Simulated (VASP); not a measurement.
# BP under changes of volume

One of the cells (11.553 Å³/atom); the others are scaled copies at fixed shape and fractional positions:

```xyz
2
Lattice="0.0000 2.2606 2.2606 2.2606 0.0000 2.2606 2.2606 2.2606 0.0000" Properties=species:S:1:pos:R:3 pbc="T T T"
P     3.3909    3.3909    3.3909
B     0.0000    0.0000    0.0000
```

| Quantity | Value |
| --- | --- |
| Program | VASP 6.6.1 |
| Functional | PBEsol |
| Potentials or basis | VASP PAW PBE potentials, release 64 (P, B) |
| Cutoff | 520 eV |
| k mesh | 8 × 8 × 8 |
| Occupations | gaussian, width 0.02 eV |
| Spin | no spin polarisation |

```tsv
volume (Å³/atom)	energy over the lowest point (meV/atom)	pressure (GPa)	gap on the mesh (eV)
11.091	?	?	?
11.322	2.62	3.5	1.13
11.553	0.00	0.0	1.15
11.784	2.26	-3.2	1.17
12.015	8.96	-6.2	1.20
```

What does the run at 11.091 Å³/atom give?

Energy over the lowest point 10.63 meV/atom; pressure 7.5 GPa; gap on the mesh 1.10 eV.

Worked out: A Birch-Murnaghan fit of order 2 (a polynomial in V^(-2/3)) to the other rows has its minimum at 11.56 Å³/atom with B0 = V·E''(V) = 169 GPa. It gives 10.65 meV/atom at 11.091 Å³/atom, against the run's 10.63, and -dE/dV = 7.6 GPa, against 7.5. A straight line through the other rows of the gap, of slope 1.16 eV per unit of ln V, extrapolates to 1.10 eV, against the run's 1.10.

Energies are extrapolated to zero smearing.

Caveats: the PAW data sets were made with another functional, which shifts forces and pressure a little.

A mesh can miss the band edges.
